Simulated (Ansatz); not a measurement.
# Cobalt, omega (AlB2-type) under revPBE: ground state and equation of state, part 2 of 2

What does revPBE give for cobalt in the omega (AlB2-type) structure? We relax it, solve it on a dense k-mesh, then scale the cell to 7 volumes from 88 to 112 % of the relaxed one and try a fit of the equation of state. Spin polarisation is left out, though the real metal is magnetic, so this state lies above the ground state. The k-meshes are 9×9×13 for the relaxation; 12×12×17 for the dense run; 10×10×15 for the volumes.

Ansatz 0.2.0; DFT, revPBE, plane waves (420 eV) with PAW, scalar-relativistic. Earlier steps stand in the parts before.

**5. At 92 % of the relaxed volume**

input.yaml reads:

```yaml
crystal:
  lattice:
    - [3.8241759941, 0.0, 0.0]
    - [-1.9120879971, 3.3118335594, 0.0]
    - [0.0, 0.0, 2.3448513591]
  atoms:
    - { symbol: Co, position: [0.0, 0.0, 0.0] }
    - { symbol: Co, position: [0.3333333333, 0.6666666667, 0.5] }
    - { symbol: Co, position: [0.6666666667, 0.3333333333, 0.5] }
hamiltonian:
  xc: revpbe
  pseudopotentials:
    kind: paw
    azcp:
      Co: "pseudopotentials/Co.paw.azcp"
basis:
  ecutwfc: 420
  fft_grid_basis: typed
kpoints:
  mp_grid: { grid: [10, 10, 15], shift: [0, 0, 0] }
magnetization:
  spin_polarized: false
scf:
  occupations: { method: fermi_dirac, width: 0.1 }
  lower_state_search: "off"
output:
  stress: true
```

Standard output, cut to the lines that bear on the results:

```text
Warning: RAYON_NUM_THREADS=2 ignored (pool sized by the plan → 2); use --threads N
[...]
Pseudopotentials: kind: paw
Pseudopotential: Co, paw, valence charge 17, recommended cutoff 420 eV (normal), <dir>
Functional definition: revPBE
[...]
Crystal: 3 atoms, lattice volume = 29.698 Å³
Basis set: ecut = 420 eV, 583 PW (Γ)
Bands: 31, of which v1, the nominal top of the filled ones, is band 26 counted from 1 (25 counted from 0)
Symmetry: 24 space group operations
Space group: P6/mmm (ITA 191), of the structure as read, at distance tolerance 3.1e-5 Å
k-points: 112 of 1500
[...]
SCF iter   1: F=—  HF=-15387.719759 eV  |F-HF|=—  |Δ(HF+E_count)|=         —  Δρ=3.46e-2  dr2=3.23e-1  ethr=1.77e-3  ⟨swp⟩=4.4  Hψ=11010  notcnv=0
[...]
SCF iter   8: F=-15387.711336 eV  HF=-15387.711336 eV  |F-HF|=9.40e-10  |Δ(HF+E_count)|=   3.17e-9  Δρ=5.65e-6  dr2=2.83e-9  ethr=1.96e-10  ⟨swp⟩=4.0  Hψ=12120  notcnv=0
[...]
SCF converged after 8 iterations
Free energy (F): -15387.711336 eV
[...]
E sigma→0 (E₀):  -15387.574181 eV
Entropy (-TS):   -0.274309 eV (-91.436 meV/atom)
Fermi energy:    20.930129 eV
[...]
--- Stress (GPa, compression-positive) ---
       23.223216      -0.000000       0.000000
       -0.000000      23.223216       0.000000
        0.000000       0.000000      22.182826
  P = ⅓ Tr σ = 22.8764 GPa (228.764 kbar)
```

It took 1.4 s on 2 threads of Intel Xeon 6975P-C (Granite Rapids), shared host; peak memory 0.49 GiB.

**6. At 96 % of the relaxed volume**

Edit input.yaml of step 5 so:

```diff
@@ -2,5 +2,5 @@
   lattice:
-    - [3.8241759941, 0.0, 0.0]
-    - [-1.9120879971, 3.3118335594, 0.0]
-    - [0.0, 0.0, 2.3448513591]
+    - [3.8788144616, 0.0, 0.0]
+    - [-1.9394072308, 3.3591518603, 0.0]
+    - [0.0, 0.0, 2.378353762]
   atoms:
```

Standard output, cut to the lines that bear on the results:

```text
Warning: RAYON_NUM_THREADS=2 ignored (pool sized by the plan → 2); use --threads N
[...]
Pseudopotentials: kind: paw
Pseudopotential: Co, paw, valence charge 17, recommended cutoff 420 eV (normal), <dir>
Functional definition: revPBE
[...]
Crystal: 3 atoms, lattice volume = 30.989 Å³
Basis set: ecut = 420 eV, 619 PW (Γ)
Bands: 31, of which v1, the nominal top of the filled ones, is band 26 counted from 1 (25 counted from 0)
Symmetry: 24 space group operations
Space group: P6/mmm (ITA 191), of the structure as read, at distance tolerance 3.1e-5 Å
k-points: 112 of 1500
[...]
SCF iter   1: F=—  HF=-15387.846971 eV  |F-HF|=—  |Δ(HF+E_count)|=         —  Δρ=2.78e-2  dr2=2.18e-1  ethr=1.77e-3  ⟨swp⟩=4.5  Hψ=10988  notcnv=0
[...]
SCF iter   8: F=-15387.842278 eV  HF=-15387.842278 eV  |F-HF|=1.18e-9  |Δ(HF+E_count)|=   2.61e-8  Δρ=7.11e-6  dr2=4.29e-9  ethr=1.96e-10  ⟨swp⟩=4.0  Hψ=12553  notcnv=0
[...]
SCF converged after 8 iterations
Free energy (F): -15387.842278 eV
[...]
E sigma→0 (E₀):  -15387.697428 eV
Entropy (-TS):   -0.289700 eV (-96.567 meV/atom)
Fermi energy:    19.869420 eV
[...]
--- Stress (GPa, compression-positive) ---
       10.210489       0.000000       0.000000
        0.000000      10.210489       0.000000
        0.000000       0.000000       9.954998
  P = ⅓ Tr σ = 10.1253 GPa (101.253 kbar)
```

It took 1.6 s on 2 threads of Intel Xeon 6975P-C (Granite Rapids), shared host; peak memory 0.5 GiB.

**7. At 100 % of the relaxed volume**

Edit input.yaml of step 6 so:

```diff
@@ -2,5 +2,5 @@
   lattice:
-    - [3.8788144616, 0.0, 0.0]
-    - [-1.9394072308, 3.3591518603, 0.0]
-    - [0.0, 0.0, 2.378353762]
+    - [3.9319555098, 0.0, 0.0]
+    - [-1.9659777549, 3.4051733581, 0.0]
+    - [0.0, 0.0, 2.4109379996]
   atoms:
```

Standard output, cut to the lines that bear on the results:

```text
Warning: RAYON_NUM_THREADS=2 ignored (pool sized by the plan → 2); use --threads N
[...]
Pseudopotentials: kind: paw
Pseudopotential: Co, paw, valence charge 17, recommended cutoff 420 eV (normal), <dir>
Functional definition: revPBE
[...]
Crystal: 3 atoms, lattice volume = 32.280 Å³
Basis set: ecut = 420 eV, 621 PW (Γ)
Bands: 31, of which v1, the nominal top of the filled ones, is band 26 counted from 1 (25 counted from 0)
Symmetry: 24 space group operations
Space group: P6/mmm (ITA 191), of the structure as read, at distance tolerance 3.2e-5 Å
k-points: 112 of 1500
[...]
SCF iter   1: F=—  HF=-15387.883852 eV  |F-HF|=—  |Δ(HF+E_count)|=         —  Δρ=2.28e-2  dr2=1.52e-1  ethr=1.77e-3  ⟨swp⟩=4.3  Hψ=10969  notcnv=0
[...]
SCF iter   8: F=-15387.881502 eV  HF=-15387.881502 eV  |F-HF|=2.58e-9  |Δ(HF+E_count)|=   2.64e-8  Δρ=7.05e-6  dr2=6.47e-9  ethr=1.96e-10  ⟨swp⟩=4.0  Hψ=12421  notcnv=0
[...]
SCF converged after 8 iterations
Free energy (F): -15387.881502 eV
[...]
E sigma→0 (E₀):  -15387.729079 eV
Entropy (-TS):   -0.304845 eV (-101.615 meV/atom)
Fermi energy:    18.893034 eV
[...]
--- Stress (GPa, compression-positive) ---
       -0.110801      -0.000000      -0.000000
       -0.000000      -0.110801      -0.000000
       -0.000000      -0.000000       0.247297
  P = ⅓ Tr σ = 0.0086 GPa (0.086 kbar)
```

Run time: 1.8 s. Hardware: 2 threads of Intel Xeon 6975P-C (Granite Rapids), shared host; peak memory 0.5 GiB.

**8. At 104 % of the relaxed volume**

Edit input.yaml of step 7 so:

```diff
@@ -2,5 +2,5 @@
   lattice:
-    - [3.9319555098, 0.0, 0.0]
-    - [-1.9659777549, 3.4051733581, 0.0]
-    - [0.0, 0.0, 2.4109379996]
+    - [3.9836977002, 0.0, 0.0]
+    - [-1.9918488501, 3.4499834094, 0.0]
+    - [0.0, 0.0, 2.4426645063]
   atoms:
@@ -27 +27,5 @@
   stress: true
+  write_density: true
+  write_potential: true
+  elf: true
+  volumetric_format: npy
```

Standard output, cut to the lines that bear on the results:

```text
Warning: RAYON_NUM_THREADS=2 ignored (pool sized by the plan → 2); use --threads N
[...]
Pseudopotentials: kind: paw
Pseudopotential: Co, paw, valence charge 17, recommended cutoff 420 eV (normal), <dir>
Functional definition: revPBE
[...]
Crystal: 3 atoms, lattice volume = 33.571 Å³
Basis set: ecut = 420 eV, 669 PW (Γ)
Bands: 31, of which v1, the nominal top of the filled ones, is band 26 counted from 1 (25 counted from 0)
Symmetry: 24 space group operations
Space group: P6/mmm (ITA 191), of the structure as read, at distance tolerance 3.2e-5 Å
k-points: 112 of 1500
[...]
SCF iter   1: F=—  HF=-15387.848836 eV  |F-HF|=—  |Δ(HF+E_count)|=         —  Δρ=1.89e-2  dr2=1.09e-1  ethr=1.77e-3  ⟨swp⟩=4.3  Hψ=10976  notcnv=0
[...]
SCF iter   8: F=-15387.847964 eV  HF=-15387.847964 eV  |F-HF|=1.98e-9  |Δ(HF+E_count)|=   3.03e-9  Δρ=6.34e-6  dr2=6.30e-9  ethr=1.96e-10  ⟨swp⟩=7.3  Hψ=21887  notcnv=0
[...]
SCF converged after 8 iterations
Free energy (F): -15387.847964 eV
[...]
E sigma→0 (E₀):  -15387.688102 eV
Entropy (-TS):   -0.319725 eV (-106.575 meV/atom)
Fermi energy:    17.991536 eV
[...]
--- Stress (GPa, compression-positive) ---
       -8.294864      -0.000000       0.000000
       -0.000000      -8.294864      -0.000000
        0.000000      -0.000000      -7.452165
  P = ⅓ Tr σ = -8.0140 GPa (-80.140 kbar)
--- Band table (eV; the first three rows and the last of 112) ---
[...]
```

Wall time 2.7 s (2 threads of Intel Xeon 6975P-C (Granite Rapids), shared host); peak memory 0.51 GiB.

**9. At 108 % of the relaxed volume**

Edit input.yaml of step 8 so:

```diff
@@ -2,5 +2,5 @@
   lattice:
-    - [3.9836977002, 0.0, 0.0]
-    - [-1.9918488501, 3.4499834094, 0.0]
-    - [0.0, 0.0, 2.4426645063]
+    - [4.0341296071, 0.0, 0.0]
+    - [-2.0170648036, 3.4936587219, 0.0]
+    - [0.0, 0.0, 2.473587593]
   atoms:
```

Standard output, cut to the lines that bear on the results:

```text
Warning: RAYON_NUM_THREADS=2 ignored (pool sized by the plan → 2); use --threads N
[...]
Pseudopotentials: kind: paw
Pseudopotential: Co, paw, valence charge 17, recommended cutoff 420 eV (normal), <dir>
Functional definition: revPBE
[...]
Crystal: 3 atoms, lattice volume = 34.862 Å³
Basis set: ecut = 420 eV, 681 PW (Γ)
Bands: 31, of which v1, the nominal top of the filled ones, is band 26 counted from 1 (25 counted from 0)
Symmetry: 24 space group operations
Space group: P6/mmm (ITA 191), of the structure as read, at distance tolerance 3.3e-5 Å
k-points: 112 of 1500
[...]
SCF iter   1: F=—  HF=-15387.756661 eV  |F-HF|=—  |Δ(HF+E_count)|=         —  Δρ=1.54e-2  dr2=7.39e-2  ethr=1.77e-3  ⟨swp⟩=4.2  Hψ=10949  notcnv=0
[...]
SCF iter   7: F=-15387.756730 eV  HF=-15387.756730 eV  |F-HF|=1.17e-9  |Δ(HF+E_count)|=   3.56e-7  Δρ=2.17e-5  dr2=4.56e-8  ethr=1.96e-10  ⟨swp⟩=8.0  Hψ=23653  notcnv=0
[...]
SCF converged after 7 iterations
Free energy (F): -15387.756730 eV
[...]
E sigma→0 (E₀):  -15387.589567 eV
Entropy (-TS):   -0.334327 eV (-111.442 meV/atom)
Fermi energy:    17.156799 eV
[...]
--- Stress (GPa, compression-positive) ---
      -14.772047      -0.000000       0.000000
       -0.000000     -14.772047       0.000000
        0.000000       0.000000     -13.547555
  P = ⅓ Tr σ = -14.3639 GPa (-143.639 kbar)
--- Band table (eV; the first three rows and the last of 112) ---
[...]
```

Run time: 2.3 s. Hardware: 2 threads of Intel Xeon 6975P-C (Granite Rapids), shared host; peak memory 0.51 GiB.

**10. At 112 % of the relaxed volume**

Edit input.yaml of step 9 so:

```diff
@@ -2,5 +2,5 @@
   lattice:
-    - [4.0341296071, 0.0, 0.0]
-    - [-2.0170648036, 3.4936587219, 0.0]
-    - [0.0, 0.0, 2.473587593]
+    - [4.0833311587, 0.0, 0.0]
+    - [-2.0416655794, 3.5362685155, 0.0]
+    - [0.0, 0.0, 2.5037562686]
   atoms:
```

Standard output, cut to the lines that bear on the results:

```text
Warning: RAYON_NUM_THREADS=2 ignored (pool sized by the plan → 2); use --threads N
[...]
Pseudopotentials: kind: paw
Pseudopotential: Co, paw, valence charge 17, recommended cutoff 420 eV (normal), <dir>
Functional definition: revPBE
[...]
Crystal: 3 atoms, lattice volume = 36.154 Å³
Basis set: ecut = 420 eV, 693 PW (Γ)
Bands: 31, of which v1, the nominal top of the filled ones, is band 26 counted from 1 (25 counted from 0)
Symmetry: 24 space group operations
Space group: P6/mmm (ITA 191), of the structure as read, at distance tolerance 3.3e-5 Å
k-points: 112 of 1500
[...]
SCF iter   1: F=—  HF=-15387.619383 eV  |F-HF|=—  |Δ(HF+E_count)|=         —  Δρ=1.30e-2  dr2=5.23e-2  ethr=1.77e-3  ⟨swp⟩=4.2  Hψ=10954  notcnv=0
[...]
SCF iter   7: F=-15387.619929 eV  HF=-15387.619929 eV  |F-HF|=6.97e-9  |Δ(HF+E_count)|=   1.02e-7  Δρ=1.29e-5  dr2=1.15e-8  ethr=1.96e-10  ⟨swp⟩=7.8  Hψ=23300  notcnv=0
[...]
SCF converged after 7 iterations
Free energy (F): -15387.619929 eV
[...]
E sigma→0 (E₀):  -15387.445608 eV
Entropy (-TS):   -0.348642 eV (-116.214 meV/atom)
Fermi energy:    16.381900 eV
[...]
--- Stress (GPa, compression-positive) ---
      -19.881683       0.000000       0.000000
        0.000000     -19.881683       0.000000
        0.000000       0.000000     -18.356880
  P = ⅓ Tr σ = -19.3734 GPa (-193.734 kbar)
--- Band table (eV; the first three rows and the last of 112) ---
[...]
```

Wall time 2.6 s (2 threads of Intel Xeon 6975P-C (Granite Rapids), shared host); peak memory 0.52 GiB.

**11. Energy and pressure against volume**

The cell was scaled evenly, with its shape and the fractional positions fixed.

```csv
V (Å³/atom),E − E₀ (meV/atom),P from the stress (GPa),P from the fit (GPa)
9.469,131.3,38.97,38.03
9.899,51.7,22.88,21.90
10.330,10.7,10.13,9.16
10.760,0.1,0.01,-0.92
11.190,13.8,-8.01,-8.92
11.621,46.6,-14.36,-15.27
12.051,94.6,-19.37,-20.29
```

A third-order Birch-Murnaghan fit gives V₀ = 10.716 Å³/atom, B₀ = 228 GPa and B₀′ = 4.8; it misses no point by more than 0.02 meV/atom.

Fit and stress differ a little: one follows E(σ → 0), the other the smeared free energy.

**12. Results**

The summary covers parts 1 to 2.

```
                      quantity                                   value
space group (spins left aside)                        P6/mmm (No. 191)
             conventional cell  a = 3.932 Å, c = 2.411 Å (c/a = 0.613)
                        volume                          10.760 Å³/atom
             shortest distance                                 2.270 Å
               gap on the mesh            none (levels filled in part)
relative to hcp, ferromagnetic                           +391 meV/atom
                   V₀, B₀, B₀′            10.716 Å³/atom, 228 GPa, 4.8
```

What this shows: From the guessed start the volume shrank by 2.8 % in 5 steps. Against the reference form of cobalt (hcp, ferromagnetic, computed apart with the same settings) it stands 391 meV/atom higher; part of this is magnetic energy, as this run has no moments. No gap shows: it is a metal or semimetal at this level. B₀ comes out at 228 GPa; letting shape and positions relax at each volume could only lower it. The symmetry was held, so the structure may be unstable against distortions that break it.
